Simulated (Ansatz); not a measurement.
AlNi$_{3}$: a faulty run and its cure

Intended: AlNi$_{3}$, r2SCAN, plane waves and PAW in Ansatz. The input:

```yaml
crystal:
  lattice:
    - [0.0, 2.8018887551, 2.8018887551]
    - [2.8018887551, 0.0, 2.8018887551]
    - [2.8018887551, 2.8018887551, 0.0]
  atoms:
    - { symbol: Al, position: [0.5, 0.5, 0.5] }
    - { symbol: Ni, position: [0.25, 0.25, 0.25] }
    - { symbol: Ni, position: [0.0, 0.0, 0.0] }
    - { symbol: Ni, position: [0.75, 0.75, 0.75] }
basis:
  ecutwfc: 500
kpoints:
  mp_grid: { grid: [14, 14, 14] }
hamiltonian:
  xc: r2scan
scf:
  occupations: { method: gaussian, width: 0.1 }
  smearing: 0.1
output:
  forces: true
  stress: true
  eigenvalues: true
```

Command:

```bash
ansatz run input.yaml --threads 1 --pin off --max-ram 2560MiB --backend cpu --events-out ev --progress --plain --runs-dir out
```

Output, shortened:

```text
Error: YAML parse error: error: line 19 column 3: unknown field `smearing`, expected one of max_iter, algorithm, n_extra_bands, self_checks, convergence, lower_state_search, omitted_lower_state_checks, lower_solution_reach, mixing, occupations, eigensolver, initial_density, exx
  --> <input>:19:3
   |
17 | scf:
18 |   occupations: { method: gaussian, width: 0.1 }
19 |   smearing: 0.1
   |   ^ unknown field `smearing`, expected one of max_iter, algorithm, n_extra_bands, self_checks, convergence, lower_state_search, omitted_lower_state_checks, lower_solution_reach, mixing, occupations, eigensolver, initial_density, exx
20 | output:
21 |   forces: true
   |
```

Question: Why did this happen?

Answer: The fault is a key that the program doesn't know. The parser takes only the keys that it knows. The cure is the key removed, its setting being given under the right name.

Fix (which also takes the starting moments of the reference run):

```diff
 crystal:
   atoms:
-    - { symbol: Ni, position: [0.0, 0.0, 0.0] }
+    - { symbol: Ni, position: [0.0, 0.0, 0.0], spin: 0.13 }
 scf:
-  smearing: 0.1
+magnetization:
+  spin_polarized: true
```

Result of the mended run: a pressure of -0.01 GPa, no gap.

Time of the mended run: 8.2 min on 1 thread of Intel(R) Xeon(R) Processor @ 2.50GHz (Skylake/Cascade Lake) (shared host), peak memory 0.74 GiB.